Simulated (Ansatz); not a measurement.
# Minibands of SrO/MgS superlattices

Aim: gap, minibands and decay constants of SrO/MgS superlattices of several periods. The crystals are SrO rock salt(001) and MgS rock salt(001), on a common net of side 3.677 Å (+0.0 % and -0.6 % against typed lattice constants near PBE's). Layer spacings come from each crystal relaxed along the normal on that net, and the joins take the mean spacing. The stacks are then relaxed. The first steps treat the bulk crystals alone.

Method: PBE DFT, plane waves, PAW files, in the first sound run; inputs show where later runs differ, in Ansatz 0.2.0.

This is a report of a sequence of runs, with most program output left out.

## 1. The starting structure

The structure is cubic, space group Fm-3m (No. 225). The conventional cell has a = 5.200 Å, b = 5.200 Å, c = 5.200 Å, α = 90.00°, β = 90.00°, γ = 90.00°. Nearest to O lie 6 Sr at 2.60 Å. Nearest to Sr lie 6 O at 2.60 Å. Farther neighbours and most contacts between anions are not listed.

## 2. Relaxing along the normal, strain 0, crystal SrO rock salt(001)

The crystal is held to the common net and relaxed along the normal.

input.yaml reads:

```yaml
crystal:
  lattice:
    - [3.677, 0.0, 0.0]
    - [0.0, 3.677, 0.0]
    - [0.0, 0.0, 5.1999557118]
  atoms:
    - { symbol: O, position: [0.0, 0.0, 0.0] }
    - { symbol: Sr, position: [0.5, 0.5, 0.0] }
    - { symbol: O, position: [0.5, 0.5, 0.5] }
    - { symbol: Sr, position: [0.0, 0.0, 0.5] }
kpoints:
  mp_grid: { grid: [6, 6, 6] }
scf:
  occupations: { method: fixed }
  max_iter: 120
hamiltonian:
  xc: pbe
output: {}
relax:
  f_tol: 0.01
  max_steps: 40
  cell: { fix: [a, b, angles] }
```

The run is started by

```
$ ansatz run input.yaml --threads 4 --pin off --max-ram 10240MiB --backend cpu --events-out ev --progress --plain --runs-dir out
```

Wall time 2.8 s (4 threads of Arm Neoverse V1, shared host); peak memory 0.36 GiB.

The steps of the relaxation:

```tsv
step	energy less that of the first step (eV)	largest force component (eV/Å)	pressure (GPa)	volume (Å³)
1	0.0000	0.0000	-0.24	70.31
2	-0.0004	0.0000	-0.06	70.16
3	-0.0003	0.0000	-0.12	70.20
4*	-0.0001	0.0000	-0.12	70.20
```

Relaxation steps marked * repeat the geometry before them on a plane-wave basis chosen anew for their cell, so energy and pressure can jump there.

The run keeps the 32 symmetry operations that it works with, so distortions that break them were not tested.

```tsv
cell as run	before	after	change
a (Å)	3.677	3.677	+0.0 %
b (Å)	3.677	3.677	+0.0 %
c (Å)	5.200	5.192	-0.1 %
volume (Å³/atom)	17.58	17.55	-0.1 %
```

The relaxed structure:

```cif
data_structure
_symmetry_space_group_name_H-M 'P 1'
_symmetry_Int_Tables_number 1
_cell_length_a 3.6770
_cell_length_b 3.6770
_cell_length_c 5.1924
_cell_angle_alpha 90.000
_cell_angle_beta 90.000
_cell_angle_gamma 90.000
_cell_volume 70.20
loop_
_atom_site_label
_atom_site_type_symbol
_atom_site_fract_x
_atom_site_fract_y
_atom_site_fract_z
_atom_site_occupancy
O1 O 0.00000 0.00000 0.00000 1
Sr2 Sr 0.50000 0.50000 0.00000 1
O3 O 0.50000 0.50000 0.50000 1
Sr4 Sr 0.00000 0.00000 0.50000 1
```

Numbers from this step:

| Quantity | Value |
| --- | --- |
| free energy | -8229.2574 eV |
| Fermi energy | 7.593 eV |
| pressure | -0.1206 GPa |

The cell shrank by 0.1 % in volume.

## 3. Band edges, strain 0, crystal SrO rock salt(001)

The band edges of this cell are searched, off the mesh as well.

input.yaml reads:

```yaml
crystal:
  lattice:
    - [3.677, 0.0, 0.0]
    - [0.0, 3.677, 0.0]
    - [0.0, 0.0, 5.1924046678]
  atoms:
    - { symbol: O, position: [0.0, 0.0, 0.0] }
    - { symbol: Sr, position: [0.5, 0.5, 0.0] }
    - { symbol: O, position: [0.5, 0.5, 0.5] }
    - { symbol: Sr, position: [0.0, 0.0, 0.5] }
kpoints:
  mp_grid: { grid: [8, 8, 6] }
  band_path: { path: [VBM, CBM], npoints: 24 }
scf:
  occupations: { method: fixed }
  max_iter: 120
hamiltonian:
  xc: pbe
output:
  eigenvalues: true
checkpoint:
  write: SrO.run
  compress: false
  write_wavefunctions: false
```

Elapsed: 3.1 s, on 4 threads; peak memory 0.35 GiB; 12 s of CPU time.

This step gave:

- free energy: -8229.2576 eV
- Fermi energy: 7.592 eV
- gap on the k-mesh: 3.320 eV
- gap on path: 3.320 eV, by band count; negative where bands overlap
- edge places on path: 0, 0 1/A along the path

Levels at VBM (eV): -0.46, -0.10, -0.10, 0.00, 0.00, 0.00, 3.32, 3.78, 6.18, 6.18.

The searched edges give 3.32 eV, as on the mesh.

## 4. Relaxing along the normal, strain -0.0057, crystal MgS rock salt(001)

System of this step: MgS. Symmetry: I4/mmm, No. 139, tetragonal system. The conventional cell has a = 3.677 Å, b = 3.677 Å, c = 5.251 Å, α = 90.00°, β = 90.00°, γ = 90.00°. Nearest to S lie 6 Mg at 2.60 to 2.63 Å. Mg has 6 S at 2.60 to 2.63 Å nearest. Farther neighbours and most contacts between anions are not listed.

input.yaml reads:

```yaml
crystal:
  lattice:
    - [3.677, 0.0, 0.0]
    - [0.0, 3.677, 0.0]
    - [0.0, 0.0, 5.2509557118]
  atoms:
    - { symbol: S, position: [0.0, 0.0, 0.0] }
    - { symbol: Mg, position: [0.5, 0.5, 0.0] }
    - { symbol: S, position: [0.5, 0.5, 0.5] }
    - { symbol: Mg, position: [0.0, 0.0, 0.5] }
kpoints:
  mp_grid: { grid: [6, 6, 4] }
scf:
  occupations: { method: fixed }
  max_iter: 120
hamiltonian:
  xc: pbe
output: {}
relax:
  f_tol: 0.01
  max_steps: 40
  cell: { fix: [a, b, angles] }
```

It took 1.6 s on 4 threads; peak memory 0.35 GiB.

Little changed from the start: no atom moved by 0.005 Å and no cell edge by 0.1 %.

Numbers from this step:

```
free energy  : -5657.4936 eV
Fermi energy : 6.330 eV
pressure     : 0.6057 GPa
```

## 5. Band edges, strain -0.0057, crystal MgS rock salt(001)

The band edges of the next crystal.

input.yaml reads:

```yaml
crystal:
  lattice:
    - [3.677, 0.0, 0.0]
    - [0.0, 3.677, 0.0]
    - [0.0, 0.0, 5.2487512689]
  atoms:
    - { symbol: S, position: [0.0, 0.0, 0.0] }
    - { symbol: Mg, position: [0.5, 0.5, 0.0] }
    - { symbol: S, position: [0.5, 0.5, 0.5] }
    - { symbol: Mg, position: [0.0, 0.0, 0.5] }
kpoints:
  mp_grid: { grid: [8, 8, 6] }
  band_path: { path: [VBM, CBM], npoints: 24 }
scf:
  occupations: { method: fixed }
  max_iter: 120
hamiltonian:
  xc: pbe
output:
  eigenvalues: true
checkpoint:
  write: MgS.run
  compress: false
  write_wavefunctions: false
```

Elapsed: 2.8 s, on 4 threads; peak memory 0.35 GiB.

This step gave:

```yaml
free_energy: -5657.4954 eV
fermi_energy: 6.329 eV
gap_on_the_k_mesh: 2.732 eV
gap_on_path: 2.732 eV, by band count; negative where bands overlap
edge_places_on_path: 0, 1.208 1/A along the path
```

Electronic bands along the path, in eV, zero at the Fermi level (highest filled level under fixed occupations); v1 is the highest filled band, c1 the lowest empty one:

```tsv
point	v4	v3	v2	v1	c1	c2	c3	c4
VBM	-1.66	-0.04	-0.04	0.00	2.78	3.64	4.40	7.83
halfway	-2.57	-2.38	-1.02	-0.95	4.96	5.22	5.60	7.90
CBM	-1.74	-1.74	-1.66	-1.66	2.73	2.73	4.37	4.37
```

The searched edges give 2.73 eV, as on the mesh.

## 6. Relaxing the interfaces, stack SrO 2 / MgS 1, atomic layers of each crystal 2×1

System of this step: SrO (2) / MgS (1). The cell holds 6 atoms: 2 O, 2 Sr, 1 S and 1 Mg. Cell: a = 3.677 Å, b = 3.677 Å, c = 8.238 Å, α = 77.1°, β = 77.1°, γ = 90.0°. Regions: 0: SrO, 4 atoms (2 O and 2 Sr); 1: MgS, 2 atoms (1 S and 1 Mg). The structure's axis is c.

The stack is relaxed at a fixed cell, since the spacings at the joins were only estimated. The total length stays as laid.

input.yaml reads:

```yaml
crystal:
  lattice:
    - [3.677, 0.0, 0.0]
    - [0.0, 3.677, 0.0]
    - [1.8385, 1.8385, 7.8167803022]
  atoms:
    - { symbol: O, position: [0.0, 0.0, 0.0] }
    - { symbol: Sr, position: [0.5, 0.5, 0.0] }
    - { symbol: O, position: [0.3339340346, 0.3339340346, 0.3321319307] }
    - { symbol: Sr, position: [-0.1660659654, -0.1660659654, 0.3321319307] }
    - { symbol: S, position: [-0.3330329827, -0.3330329827, 0.6660659654] }
    - { symbol: Mg, position: [0.1669670173, 0.1669670173, 0.6660659654] }
kpoints:
  mp_grid: { grid: [8, 8, 4] }
scf:
  occupations: { method: fixed }
  max_iter: 120
hamiltonian:
  xc: pbe
output:
  eigenvalues: false
  forces: true
relax:
  f_tol: 0.02
  max_steps: 40
```

Run time: 13 s. Hardware: 4 threads; peak memory 0.52 GiB.

Step by step:

```tsv
step	energy less that of the first step (eV)	largest force component (eV/Å)
1	0.0000	1.9575
2	-0.1105	1.3409
3	-0.2435	0.1108
4	-0.2443	0.0068
5	-0.2443	0.0066
```

The atoms that moved most (Å):

```tsv
atom	dx	dy	dz	length
Sr2	0.000	0.000	0.110	0.110
Sr4	0.000	0.000	-0.110	0.110
O3	0.000	0.000	0.055	0.055
O1	0.000	0.000	-0.055	0.055
```

The relaxed structure:

```cif
data_structure
_symmetry_space_group_name_H-M 'P 1'
_symmetry_Int_Tables_number 1
_cell_length_a 3.6770
_cell_length_b 3.6770
_cell_length_c 8.2379
_cell_angle_alpha 77.104
_cell_angle_beta 77.104
_cell_angle_gamma 90.000
_cell_volume 105.69
loop_
_atom_site_label
_atom_site_type_symbol
_atom_site_fract_x
_atom_site_fract_y
_atom_site_fract_z
_atom_site_occupancy
O1 O 0.00349 0.00349 0.99301 1
Sr2 Sr 0.49298 0.49298 0.01404 1
O3 O 0.33044 0.33044 0.33912 1
Sr4 Sr 0.84095 0.84095 0.31809 1
S5 S 0.66697 0.66697 0.66607 1
Mg6 Mg 0.16697 0.16697 0.66607 1
```

Numbers from this step:

```yaml
free_energy: -11057.3437 eV
fermi_energy: 7.221 eV
```

The largest force component on a free atom ends at 0.0066 eV/Å.

## 7. Band edges of the superlattice, atomic layers of each crystal 2×1, k-mesh 8×8×4

The band edges of this cell are searched, off the mesh as well. The next step's energy window follows from its gap.

input.yaml reads:

```yaml
crystal:
  lattice:
    - [3.677, 0.0, 0.0]
    - [0.0, 3.677, 0.0]
    - [1.8385, 1.8385, 7.8167803022]
  atoms:
    - { symbol: O, position: [0.0034948739, 0.0034948739, -0.0069888456] }
    - { symbol: Sr, position: [0.4929815889, 0.4929815889, 0.0140376305] }
    - { symbol: O, position: [0.3304391607, 0.3304391607, 0.3391207764] }
    - { symbol: Sr, position: [-0.1590475543, -0.1590475543, 0.3180943002] }
    - { symbol: S, position: [-0.3330329827, -0.3330329827, 0.6660659654] }
    - { symbol: Mg, position: [0.1669670173, 0.1669670173, 0.6660659654] }
kpoints:
  mp_grid: { grid: [8, 8, 4] }
  band_path: { path: [VBM, CBM], npoints: 24 }
scf:
  occupations: { method: fixed }
  max_iter: 120
hamiltonian:
  xc: pbe
output:
  eigenvalues: true
  write_potential: true
  write_density: true
  volumetric_format: npy
  elf: true
```

It took 10 s on 4 threads; peak memory 0.49 GiB.

Numbers from this step:

- free energy: -11057.3438 eV
- gap on the k-mesh: 3.272 eV
- gap on path: 3.272 eV, by band count; negative where bands overlap
- edge places on path: 0, 0 1/A along the path

Levels at VBM (eV): -2.60, -1.27, -0.99, -0.99, -0.23, -0.23, -0.13, -0.13, 0.00, 3.27, 3.43, 4.59, 5.40, 6.15, 6.15.

Valence density in the ca plane at fractional y = 0.003, with atoms of O within 0.2 Å of it. It is the smooth field of the valence electrons, not physical close to the nuclei.

Values in e/Å³, 6 rows by 16 columns, each cell a mean:
```
3.6 1.1 0.2 0.7 2.0 1.9 0.6 0.1 0.1 0.2 0.2 0.1 0.1 0.1 0.4 2.5
0.4 0.3 0.1 0.4 1.2 1.5 0.6 0.1 0.1 0.2 0.3 0.2 0.1 0.0 0.1 0.2
0.1 0.1 0.0 0.1 0.2 0.3 0.2 0.1 0.1 0.2 0.2 0.2 0.1 0.0 0.0 0.1
0.1 0.1 0.0 0.0 0.1 0.1 0.1 0.1 0.1 0.1 0.2 0.1 0.1 0.1 0.1 0.1
0.7 0.2 0.1 0.1 0.1 0.2 0.1 0.1 0.1 0.1 0.7 0.8 0.1 0.1 0.4 0.9
4.7 1.0 0.2 0.4 0.8 0.6 0.2 0.1 0.1 0.1 0.4 0.7 0.1 0.1 0.9 4.6
```
Columns run along c (8.2 Å), rows up along a (3.7 Å). Atoms in or near the plane, at fractional coordinates: O at (0.99, 0.00).

ELF in the ca plane at fractional y = 0.003, with atoms of O within 0.2 Å of it. It is the smooth field of the valence electrons, not physical close to the nuclei.

Values, 6 rows by 16 columns, each cell a mean:
```
0.73 0.72 0.19 0.63 0.85 0.85 0.59 0.08 0.28 0.56 0.46 0.22 0.09 0.20 0.62 0.77
0.62 0.51 0.13 0.39 0.78 0.82 0.60 0.10 0.37 0.70 0.71 0.56 0.25 0.07 0.20 0.48
0.09 0.09 0.04 0.06 0.20 0.26 0.14 0.05 0.25 0.61 0.68 0.55 0.26 0.05 0.03 0.05
0.16 0.07 0.03 0.05 0.15 0.28 0.29 0.16 0.10 0.19 0.20 0.19 0.13 0.08 0.17 0.23
0.70 0.44 0.09 0.05 0.10 0.19 0.31 0.23 0.09 0.04 0.19 0.21 0.05 0.25 0.61 0.75
0.64 0.71 0.17 0.41 0.66 0.48 0.15 0.06 0.10 0.12 0.12 0.19 0.05 0.35 0.76 0.66
```
Columns run along c (8.2 Å), rows up along a (3.7 Å). Atoms in or near the plane, at fractional coordinates: O at (0.99, 0.00).

Electrostatic potential energy in the ca plane at fractional y = 0.003, with atoms of O within 0.2 Å of it. With pseudopotentials it is smooth inside the atoms' cores, unlike the true potential.

Ten even steps from '0' (-35 eV) to '9' (12 eV), each cell a mean:
```
03897300378999888899971
68997400168999999999998
99998631368999999999999
99999876789999999999999
99999988899999999999999
99999999999999888999999
99999999999998767899999
99999999999998634789998
37998878899998633689962
03998645789998765789940
```
Columns run along c (8.2 Å; values clipped at the 3rd and 97th percentile), rows up along a (3.7 Å). Atoms in or near the plane, at fractional coordinates: O at (0.99, 0.00).

The searched edges give 3.27 eV, as on the mesh.

## 8. Minibands and complex bands along the stacking, atomic layers of each crystal 2×1, k-mesh 8×8×4

This step: PBE DFT, plane waves, PAW files; complex bands by layer matching along the plane's normal (Ansatz 0.2.0).

The whole cell is now the period, so open channels are minibands and Im kz is the decay through the stack.

Changes to input.yaml since step 7:

```diff
@@ -14,3 +14,2 @@
   mp_grid: { grid: [8, 8, 4] }
-  band_path: { path: [VBM, CBM], npoints: 24 }
 scf:
@@ -22,5 +21,6 @@
   eigenvalues: true
-  write_potential: true
-  write_density: true
-  volumetric_format: npy
-  elf: true
+  transmission:
+    leads: [[0, 0]]
+    kpoints: [[0.0, 0.0], [0.5, 0.0]]
+    e_range: [-1.5, 4.77]
+    de: 0.09
```

Elapsed: 13 s, on 4 threads; peak memory 0.5 GiB; 36 s of CPU time.

This step gave:

| Quantity | Value |
| --- | --- |
| decay constant at the filling level, zone centre | 0.2410 Å⁻¹ |
| decay constant at the filling level, slowest listed point | 0.241 Å⁻¹ |

Lower lead, k parallel (0, 0); values up to 1.5 1/Å, a degenerate pair printed once or twice; energies at which all values exceed this have no row. Table of Im kz of the slowest decaying states by energy, zero at the highest filled level on the SCF mesh:

```tsv
energy (eV)	decay 1 (Å⁻¹)	decay 2 (Å⁻¹)	decay 3 (Å⁻¹)	decay 4 (Å⁻¹)
-1.500	0.0878	0.300	0.617	1.21
-0.960	0.262	1.15	1.24	-
-0.510	0.296	0.379	1.09	1.12
0.030	0.0458	0.325	0.428	1.02
0.480	0.166	0.444	0.465	0.950
1.020	0.218	0.447	0.526	0.863
1.470	0.238	0.440	0.546	0.783
2.010	0.241	0.421	0.551	0.670
2.460	0.224	0.395	0.545	0.555
3.000	0.160	0.349	0.350	0.526
3.540	0.168	0.266	0.497	1.06
3.990	0.223	0.226	0.464	0.991
4.530	0.0878	0.218	0.415	0.904
```

Lower lead, k parallel (0.5, 0); values up to 1.5 1/Å, a degenerate pair printed once or twice; energies at which all values exceed this have no row. Table of Im kz of the slowest decaying states by energy, zero at the highest filled level on the SCF mesh:

```tsv
energy (eV)	decay 1 (Å⁻¹)	decay 2 (Å⁻¹)	decay 3 (Å⁻¹)	decay 4 (Å⁻¹)
-1.500	0.356	0.356	0.464	0.464
-0.960	0.506	0.755	-	-
-0.510	0.0183	0.435	0.796	-
0.030	0.228	0.696	0.809	-
0.480	0.286	0.745	0.806	-
1.020	0.327	0.771	0.792	-
1.470	0.348	0.774	0.778	-
2.010	0.362	0.745	0.776	-
2.460	0.366	0.715	0.767	-
3.000	0.362	0.673	0.749	-
3.540	0.348	0.622	0.724	1.49
3.990	0.326	0.572	0.699	1.43
4.530	0.275	0.498	0.663	1.36
```

At the listed wavevectors the last open channel is at -0.06 eV and the next at +3.36 eV on the grid. At +1.65 eV, the grid energy nearest the filling level (the middle of the gap on the SCF mesh), the slowest state at the listed wavevectors decays with κ = 0.241 Å⁻¹, its amplitude falling by e over 4.1 Å.

## 9. Relaxing the interfaces, stack SrO 4 / MgS 2, atomic layers of each crystal 4×2

This step: PBE DFT, plane waves, PAW files (Ansatz 0.2.0).

System of this step: SrO (4) / MgS (2). The cell holds 12 atoms: 4 O, 4 Sr, 2 S and 2 Mg. Cell: a = 3.677 Å, b = 3.677 Å, c = 15.634 Å, α = 90.0°, β = 90.0°, γ = 90.0°. Regions: 0: SrO, 8 atoms (4 O and 4 Sr); 1: MgS, 4 atoms (2 S and 2 Mg). The structure's axis is c.

input.yaml reads:

```yaml
crystal:
  lattice:
    - [3.677, 0.0, 0.0]
    - [0.0, 3.677, 0.0]
    - [0.0, 0.0, 15.6335606045]
  atoms:
    - { symbol: O, position: [0.0, 0.0, 0.0] }
    - { symbol: Sr, position: [0.5, 0.5, 0.0] }
    - { symbol: O, position: [0.5, 0.5, 0.1660659654] }
    - { symbol: Sr, position: [0.0, 0.0, 0.1660659654] }
    - { symbol: O, position: [0.0, 0.0, 0.3321319307] }
    - { symbol: Sr, position: [0.5, 0.5, 0.3321319307] }
    - { symbol: O, position: [0.5, 0.5, 0.4981978961] }
    - { symbol: Sr, position: [0.0, 0.0, 0.4981978961] }
    - { symbol: S, position: [0.0, 0.0, 0.6651649134] }
    - { symbol: Mg, position: [0.5, 0.5, 0.6651649134] }
    - { symbol: S, position: [0.5, 0.5, 0.8330329827] }
    - { symbol: Mg, position: [0.0, 0.0, 0.8330329827] }
kpoints:
  mp_grid: { grid: [8, 8, 2] }
scf:
  occupations: { method: fixed }
  max_iter: 120
hamiltonian:
  xc: pbe
output:
  eigenvalues: false
  forces: true
relax:
  f_tol: 0.02
  max_steps: 40
```

Elapsed: 30 s, on 4 threads; peak memory 0.75 GiB; 2 min of CPU time.

Step by step:

```tsv
step	energy less that of the first step (eV)	largest force component (eV/Å)
1	0.0000	2.0294
2	-0.0486	2.0023
3	-0.3781	0.8531
4	-0.4666	0.0699
5	-0.4686	0.0877
6	-0.4702	0.0309
7	-0.4705	0.0086
```

The run keeps the 16 symmetry operations that it works with, so distortions that break them were not tested.

The atoms that moved most (Å):

```tsv
atom	dx	dy	dz	length
Mg12	0.000	0.000	0.188	0.188
Mg10	0.000	0.000	-0.188	0.188
S9	0.000	0.000	0.130	0.130
S11	0.000	0.000	-0.130	0.130
O1	0.000	0.000	-0.061	0.061
O7	0.000	0.000	0.061	0.061
Sr8	0.000	0.000	-0.040	0.040
Sr2	0.000	0.000	0.040	0.040
```

Final coordinates:

```cif
data_structure
_symmetry_space_group_name_H-M 'P 1'
_symmetry_Int_Tables_number 1
_cell_length_a 3.6770
_cell_length_b 3.6770
_cell_length_c 15.6336
_cell_angle_alpha 90.000
_cell_angle_beta 90.000
_cell_angle_gamma 90.000
_cell_volume 211.37
loop_
_atom_site_label
_atom_site_type_symbol
_atom_site_fract_x
_atom_site_fract_y
_atom_site_fract_z
_atom_site_occupancy
O1 O 0.00000 0.00000 0.99607 1
Sr2 Sr 0.50000 0.50000 0.00255 1
O3 O 0.50000 0.50000 0.16817 1
Sr4 Sr 0.00000 0.00000 0.16604 1
O5 O 0.00000 0.00000 0.33003 1
Sr6 Sr 0.50000 0.50000 0.33215 1
O7 O 0.50000 0.50000 0.50213 1
Sr8 Sr 0.00000 0.00000 0.49565 1
S9 S 0.00000 0.00000 0.67349 1
Mg10 Mg 0.50000 0.50000 0.65311 1
S11 S 0.50000 0.50000 0.82471 1
Mg12 Mg 0.00000 0.00000 0.84508 1
```

Numbers from this step:

```
free energy  : -22115.6514 eV
Fermi energy : 7.637 eV
```

The largest force component on a free atom ends at 0.0086 eV/Å.

[end of part 1 of 2]

[Logs are printed without paths, hosts, clocks, repeated set-up lines and the standing remarks that a program may print on its own settings, such as how far it seeks lower states.]

[Hosts, paths, dates, database ids (printed as entryN), source tags and the programs' standing remarks are cut or masked in the printed files.]
